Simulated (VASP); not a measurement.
# BN (F-43m) in VASP: Born charges and dielectric tensor with LDA

Aim: the Born charges and dielectric tensor of BN with LDA.

Program: VASP 6.6.1. These are calculated values, not measurements. Logs are shortened: lines on timing, memory, paths and dates and some standing lists are left out, and cuts for length are marked.

**Experimental background.**

A printed reference work, monograph reports, for a bulk crystal of BN at 300 K: band gap 6.4 eV (indirect).

The results are compared with them further down.

### Step 1. Starting point

The structure is cubic, space group F-43m (No. 216). Conventional cell: a = 3.644 Å, b = 3.644 Å, c = 3.644 Å, α = 90.00°, β = 90.00°, γ = 90.00°. B (site symmetry -43m) has 4 N at 1.58 Å as nearest neighbours. Around N (site symmetry -43m) lie 4 B at 1.58 Å.

The cell is a database's computed one.

### Step 2. Born charges and dielectric tensor, LDA

INCAR

```
PREC = Accurate
ENCUT = 600
EDIFF = 1E-8
ISMEAR = 0
SIGMA = 0.02
LREAL = F
LASPH = T
NELM = 100
ALGO = Normal
ISIF = 2
LWAVE = F
LCHARG = F
GGA = CA
LEPSILON = T
IBRION = 8
NSW = 1
```

KPOINTS

```
regular mesh
0
Gamma
  12 12 12
```

POSCAR

```
BN
1.0
    0.0000000000      1.8219000000      1.8219000000
    1.8219000000      0.0000000000      1.8219000000
    1.8219000000      1.8219000000      0.0000000000
B N
1 1
Direct
    0.0000000000      0.0000000000      0.0000000000
    0.2500000000      0.2500000000      0.2500000000
```

Potentials or basis: VASP PAW LDA potentials, release 64 (B, N).

On the command line:

```
cat potpaw_LDA.64/B/POTCAR potpaw_LDA.64/N/POTCAR > POTCAR
mpirun -np 1 vasp_std > vasp.out
```

OUTCAR:

```text
PREC = Accurate
   ENCUT = 600
   EDIFF = 1E-8
   ISMEAR = 0
   LREAL = F
   LASPH = T
   NELM = 100
   ISIF = 2
   GGA = CA
   LEPSILON = T
   IBRION = 8
   NSW = 1

 ion  position               nearest neighbor table
   1  0.000  0.000  0.000-   2 1.58   2 1.58   2 1.58   2 1.58
   2  0.250  0.250  0.250-   1 1.58   1 1.58   1 1.58   1 1.58

  LATTYP: Found a face centered cubic cell.
 ALAT       =     3.6438000000

  Lattice vectors:

 A1 = (   0.0000000000,   1.8219000000,   1.8219000000)
 A2 = (   1.8219000000,   0.0000000000,   1.8219000000)
 A3 = (   1.8219000000,   1.8219000000,   0.0000000000)

Analysis of symmetry for initial positions (statically):
=====================================================================
 Subroutine PRICEL returns:
 Original cell was already a primitive cell.

 Routine SETGRP: Setting up the symmetry group for a
 face centered cubic supercell.

 Subroutine GETGRP returns: Found 24 space group operations
 (whereof 24 operations were pure point group operations)
 out of a pool of 48 trial point group operations.

The static configuration has the point symmetry T_d .

Analysis of symmetry for dynamics (positions and initial velocities):
=====================================================================
 Subroutine PRICEL returns:
 Original cell was already a primitive cell.

 Routine SETGRP: Setting up the symmetry group for a
 face centered cubic supercell.

 Subroutine GETGRP returns: Found 24 space group operations
 (whereof 24 operations were pure point group operations)
 out of a pool of 48 trial point group operations.

The dynamic configuration has the point symmetry T_d .

 Subroutine INISYM returns: Found 24 space group operations
 (whereof 24 operations are pure point group operations),
 and found     1 'primitive' translations

----------------------------------------------------------------------------------------

                                     Primitive cell

  volume of cell :      12.0949

  direct lattice vectors                    reciprocal lattice vectors
     0.000000000  1.821900000  1.821900000    -0.274438773  0.274438773  0.274438773
     1.821900000  0.000000000  1.821900000     0.274438773 -0.274438773  0.274438773
     1.821900000  1.821900000  0.000000000     0.274438773  0.274438773 -0.274438773

  length of vectors
     2.576555689  2.576555689  2.576555689     0.475341898  0.475341898  0.475341898

  position of ions in fractional coordinates (direct lattice)
     0.000000000  0.000000000  0.000000000
     0.250000000  0.250000000  0.250000000

  ion indices of the primitive-cell ions
   primitive index   ion index
                 1           1
                 2           2

----------------------------------------------------------------------------------------

 KPOINTS: regular mesh

Automatic generation of k-mesh.
 Grid dimensions read from file:
 generate k-points for:   12   12   12

 Generating k-lattice:

  Cartesian coordinates                     Fractional coordinates (reciprocal lattice)
[... 414 lines left out ...]
  ---------------------------------------------------
  ---------------------------------------------------
  free energy    TOTEN  =        -0.12839568 eV

  energy without entropy =       -0.12839568

------------------------ aborting loop because EDIFF is reached ----------------------------------------

--------------------------------------- Ionic step        2  -------------------------------------------

------------------------ aborting loop because EDIFF is reached ----------------------------------------

--------------------------------------- Ionic step        3  -------------------------------------------

------------------------ aborting loop because EDIFF is reached ----------------------------------------

 PIEZOELECTRIC TENSOR FIELD DIRECTION 3  (e Angst)
 -----------------------------------------------------------------------------
    -0.00033 -0.77509  0.00000           ( -0.00000 -0.01116  0.00000)
    -0.77509 -0.00033  0.00000           ( -0.01116 -0.00000  0.00000)
     0.00000  0.00000  0.00024           (  0.00000  0.00000 -0.00000)

 PIEZOELECTRIC TENSOR FIELD DIRECTION 3  (C/m^2)
 -----------------------------------------------------------------------------
    -0.00044 -1.02673  0.00000
    -1.02673 -0.00044  0.00000
     0.00000  0.00000  0.00032

--------------------------------------- Ionic step        4  -------------------------------------------

------------------------ aborting loop because EDIFF is reached ----------------------------------------

[... ionic steps 5 to 6 ...]

--------------------------------------- Ionic step        7  -------------------------------------------

 Free energy of the ion-electron system (eV)
  ---------------------------------------------------
  ---------------------------------------------------
  free energy    TOTEN  =        -0.22612307 eV

  energy without entropy =       -0.22612307

------------------------ aborting loop because EDIFF is reached ----------------------------------------

 INTERNAL STRAIN TENSOR  FOR ION    2  DIRECTION 1   (eV/Angst):
 -----------------------------------------------------------------------------
    -0.01702  0.00000  0.00000
     0.00000  0.00969 -0.30465
     0.00000 -0.30465  0.00969

 MACROSCOPIC STATIC DIELECTRIC TENSOR (including local field effects in DFT)
 ------------------------------------------------------
           4.614465     0.000000    -0.000000
           0.000000     4.614465     0.000000
          -0.000000     0.000000     4.614465
 ------------------------------------------------------

 PIEZOELECTRIC TENSOR (including local field effects)  for field in x, y, z        (e  Angst)
          XX          YY          ZZ          XY          YZ          ZX
  --------------------------------------------------------------------------------
  x     0.00000    -0.00000    -0.00000     0.00000    -0.77550     0.00000
  y     0.00000    -0.00000     0.00000     0.00000     0.00000    -0.77550
  z    -0.00000     0.00000    -0.00000    -0.77550     0.00000     0.00000

 PIEZOELECTRIC TENSOR (including local field effects)  for field in x, y, z        (C/m^2)
          XX          YY          ZZ          XY          YZ          ZX
  --------------------------------------------------------------------------------
  x     0.00000    -0.00000    -0.00000     0.00000    -1.02728     0.00000
  y     0.00000    -0.00000     0.00000     0.00000     0.00000    -1.02728
  z    -0.00000     0.00000    -0.00000    -1.02728     0.00000     0.00000

 BORN EFFECTIVE CHARGES (including local field effects) (in |e|, cummulative output)
 ---------------------------------------------------------------------------------
 ion    1
    1     1.89772     0.00000     0.00000
    2    -0.00000     1.89772    -0.00000
    3     0.00000    -0.00000     1.89772
 ion    2
    1    -1.89772    -0.00000    -0.00000
    2     0.00000    -1.89772     0.00000
    3    -0.00000     0.00000    -1.89772

 INTERNAL STRAIN TENSOR FOR ION    2 for displacements in x,y,z  (eV/Angst):
          X           Y           Z          XY          YZ          ZX
  --------------------------------------------------------------------------------
  x     0.00000     0.00000     0.00000     0.00000    -0.30465     0.00000
  y    -0.00000     0.00000    -0.00000     0.00000     0.00000    -0.30465
  z     0.00000     0.00000     0.00000    -0.30465     0.00000     0.00000

 SECOND DERIVATIVES (NOT SYMMETRIZED)
 ------------------------------------
               1X          1Y          1Z          2X          2Y          2Z
  1X   -22.572614    0.000000    0.000000   22.572614    0.000000    0.000000
  1Y     0.000000  -22.572614    0.000000    0.000000   22.572614    0.000000
  1Z     0.000000    0.000000  -22.572614    0.000000    0.000000   22.572614
  2X    22.577025    0.000000    0.000000  -22.577025    0.000000    0.000000
  2Y     0.000000   22.577025    0.000000    0.000000  -22.577025    0.000000
  2Z     0.000000    0.000000   22.577025    0.000000    0.000000  -22.577025

 Eigenvectors and eigenvalues of the dynamical matrix
 ----------------------------------------------------

   1 f  =   30.073125 THz   188.955020 2PiTHz 1003.131487 cm-1   124.372397 meV
             X         Y         Z           dx          dy          dz
      0.000000  0.000000  0.000000     0.751156   -0.000000    0.000000
      0.910950  0.910950  0.910950    -0.660125    0.000000   -0.000000
[... 21 lines left out ...]
   6 f/i=    0.001457 THz     0.009154 2PiTHz    0.048595 cm-1     0.006025 meV
             X         Y         Z           dx          dy          dz
      0.000000  0.000000  0.000000     0.254951   -0.606843   -0.050062
      0.910950  0.910950  0.910950     0.290109   -0.690527   -0.056966

--------------------------------------------------------------------------------------------------------

 MACROSCOPIC STATIC DIELECTRIC TENSOR IONIC CONTRIBUTION
 ------------------------------------------------------
           2.386721    -0.000000     0.000000
          -0.000000     2.386721    -0.000000
           0.000000    -0.000000     2.386721
 ------------------------------------------------------

 ELASTIC MODULI CONTR FROM IONIC RELAXATION (kBar)
 Direction    XX          YY          ZZ          XY          YZ          ZX
 --------------------------------------------------------------------------------
 XX          -0.0000     -0.0000     -0.0000      0.0000      0.0000     -0.0000
 YY          -0.0000     -0.0000     -0.0000      0.0000      0.0000     -0.0000
 ZZ          -0.0000     -0.0000     -0.0000      0.0000      0.0000     -0.0000
 XY           0.0000      0.0000      0.0000     -0.2738     -0.0000      0.0000
 YZ           0.0000      0.0000      0.0000     -0.0000     -0.2738      0.0000
 ZX          -0.0000     -0.0000     -0.0000      0.0000      0.0000     -0.2738
 --------------------------------------------------------------------------------

 PIEZOELECTRIC TENSOR IONIC CONTR  for field in x, y, z        (C/m^2)
          XX          YY          ZZ          XY          YZ          ZX
  --------------------------------------------------------------------------------
  x    -0.00000    -0.00000    -0.00000     0.00000     0.02405    -0.00000
  y     0.00000     0.00000     0.00000     0.00000    -0.00000     0.02405
  z    -0.00000    -0.00000    -0.00000     0.02405     0.00000    -0.00000
```

Wall time 2.2 min (1 thread of AMD EPYC 9R45 (Zen 5), shared host); peak memory 0.17 GiB.

Results:

| Item | Value |
| --- | --- |
| Band gap on the k mesh | 4.32 eV, indirect (least direct gap 8.57 eV) |
| Electronic dielectric tensor (diagonal) | 4.61 |
| Born charges (mean of the diagonal) | B +1.90; N -1.90 e |
| Highest phonon frequency at Γ, LO-TO splitting left out | 1003 cm⁻¹ |

Levels at points of the mesh, in eV from the valence-band top:
| k point | band 1 | band 2 | band 3 | band 4 | band 5 | band 6 | band 7 | band 8 |
| --- | --- | --- | --- | --- | --- | --- | --- | --- |
| (0.00, 0.00, 0.00) | -19.80 | 0.00 | 0.00 | 0.00 | 8.57 | 8.57 | 8.57 | 10.06 |
| (0.50, 0.00, 0.00) | -15.63 | -10.50 | -1.90 | -1.90 | 9.90 | 10.43 | 10.43 | 14.77 |
| (0.50, 0.50, 0.00) | -14.29 | -8.73 | -4.81 | -4.81 | 4.32 | 9.01 | 17.34 | 17.34 |

Phonon frequencies in cm⁻¹ (negative: imaginary):
| q point | frequencies |
| --- | --- |
| (0.000, 0.000, 0.000) | 0 0 0 1003 1003 1003 |

Electronic dielectric tensor:
```
4.61 0.00 0.00
0.00 4.61 0.00
0.00 0.00 4.61
```

Born effective charge tensors (e):
atom 1, B
```
1.90 0.00 0.00
0.00 1.90 0.00
0.00 0.00 1.90
```
atom 2, N
```
-1.90  0.00  0.00
 0.00 -1.90  0.00
 0.00  0.00 -1.90
```

### Step 3. Against experiment

Step 2. A measured gap of BN is 6.4 eV (indirect; 300 K; a printed reference work, monograph); the calculated 4.32 eV misses it by -2.08 eV. The value is that of LDA on a finite k mesh, which can miss the band edges, without temperature or zero-point motion. Semilocal functionals fall short of measured gaps as a rule. The cell is a database's relaxed one, not the measured one, which moves gaps too.
